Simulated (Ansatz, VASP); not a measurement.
B in VASP and in Ansatz

File INCAR:

```
SYSTEM = B
  PREC = Accurate
  ENCUT = 600
  EDIFF = 1E-6
  ISMEAR = 0
  SIGMA = 0.1
  LREAL = .FALSE.
  LASPH = .TRUE.
  NELM = 60
  ALGO = Normal
  ISIF = 3
  LWAVE = .FALSE.
  LCHARG = .FALSE.
  GGA = PE
  IBRION = 2
  NSW = 90
  EDIFFG = -0.04
```

File KPOINTS:

```
regular mesh
0
G
  6 6 6
  0 0 0
```

The input POSCAR:

```
B
1.0
    2.9716332700      0.0000000000      0.0000000000
    0.0000000000      2.9716332700      0.0000000000
    0.0000000000      0.0000000000      2.9716332700
B
3
Direct
    0.5000000000      0.0000000000      0.0000000000
    0.0000000000      0.5000000000      0.0000000000
    0.0000000000      0.0000000000      0.5000000000
```

Input for Ansatz:

```yaml
crystal:
  lattice:
    - [2.97163327, 0.0, 0.0]
    - [0.0, 2.97163327, 0.0]
    - [0.0, 0.0, 2.97163327]
  atoms:
    - { symbol: B, position: [0.5, 0.0, 0.0] }
    - { symbol: B, position: [0.0, 0.5, 0.0] }
    - { symbol: B, position: [0.0, 0.0, 0.5] }
basis:
  ecutwfc: 420
kpoints:
  mp_grid: { grid: [6, 6, 6] }
hamiltonian:
  xc: pbe
scf:
  occupations: { method: gaussian, width: 0.1 }
  lower_state_search: "off"
output:
  forces: true
  stress: true
  eigenvalues: true
relax:
  adjacent_minimum: "off"
  f_tol: 0.04
  max_steps: 70
  cell: { stress_tol: 0.4 }
```

Alike in both runs: task relaxation of cell and atoms; functional PBE; k mesh 6 × 6 × 6; occupations gaussian, width 0.1 eV; no spin polarisation.

|  | VASP | Ansatz |
| --- | --- | --- |
| version | VASP 6.6.1 | Ansatz 0.2.0 |
| potentials or method | VASP PAW PBE potentials, release 64 (B) | scalar-relativistic, plane waves, PAW |
| plane-wave cutoff (eV) | 600 | 420 |
| valence electrons in the cell | 9 | 9 |

Ansatz gave:

| Property | Result |
| --- | --- |
| gap on the k mesh at the Fermi level, each at its own relaxed structure (eV) | none |
| relaxed volume (Å³/atom) | 6.58 |
| relaxed cell length with the largest relative difference (Å) | 2.703 |
| energy change over the relaxation (meV/atom) | -348 |

Q: Which values does VASP return?

A: gap on the k mesh at the Fermi level, each at its own relaxed structure (eV): none; relaxed volume (Å³/atom): 6.57; relaxed cell length with the largest relative difference (Å): 2.701; energy change over the relaxation (meV/atom): -348.

A gap of «none» marks a metal or a gap that the smearing closes.

Caveats: the volume moved by over 15 % at a fixed basis, so the end points are rough (VASP).
